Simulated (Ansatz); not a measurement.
# Zr: the cost of one run

Program: Ansatz 0.2.0. Level of theory: DFT PBE, scalar-relativistic, plane waves, PAW. These are calculated values, not measurements.

1 further run of the same task is left out (set aside as unsound or not needed).

**1. Starting point**

Symmetry: P6_3/mmc, No. 194, hexagonal system. Conventional cell: a = 3.232 Å, b = 3.232 Å, c = 5.147 Å, α = 90.00°, β = 90.00°, γ = 120.00°. Zr (site symmetry -6m2) is surrounded by 12 Zr at 3.18 to 3.23 Å.

As a file:

```
CELL_PARAMETERS angstrom
3.23200 0.00000 0.00000
-1.61600 2.79899 0.00000
0.00000 0.00000 5.14700
ATOMIC_POSITIONS crystal
Zr 0.33333 0.66667 0.25000
Zr 0.66667 0.33333 0.75000
```

The structure comes from the Crystallography Open Database.

**2. A distortion of lower symmetry**

What differs from the listed cell: strain xx, yy, zz, yz, xz, xy = +2.6, +0.8, +1.0, +0.0, +2.0, +0.0 %; atoms moved by 0.06 Å root mean square, at most 0.06 Å.

input.yaml reads:

```yaml
crystal:
  lattice:
    - [3.316482656, 0.0, 0.0646399644]
    - [-1.658241328, 2.8221402341, -0.0323199822]
    - [0.10294, 0.0, 5.19960234]
  atoms:
    - { symbol: Zr, position: [0.3226151912, 0.6452303825, 0.25] }
    - { symbol: Zr, position: [0.6773848088, 0.3547696175, 0.75] }
basis:
  ecutwfc: 420
kpoints:
  mp_grid: { grid: [14, 14, 8] }
hamiltonian:
  xc: pbe
scf:
  occupations: { method: gaussian, width: 0.1 }
output:
  forces: true
  stress: true
  eigenvalues: true
  populations: true
```

Started as:

```sh
> ansatz run input.yaml --threads 1 --pin off --max-ram 1331MiB --backend cpu --events-out ev --progress --plain --runs-dir out
```

What time and memory should one allow on 1 thread of an x86-64 CPU, shared host?

About 11 s, with a peak of 0.67 GiB.
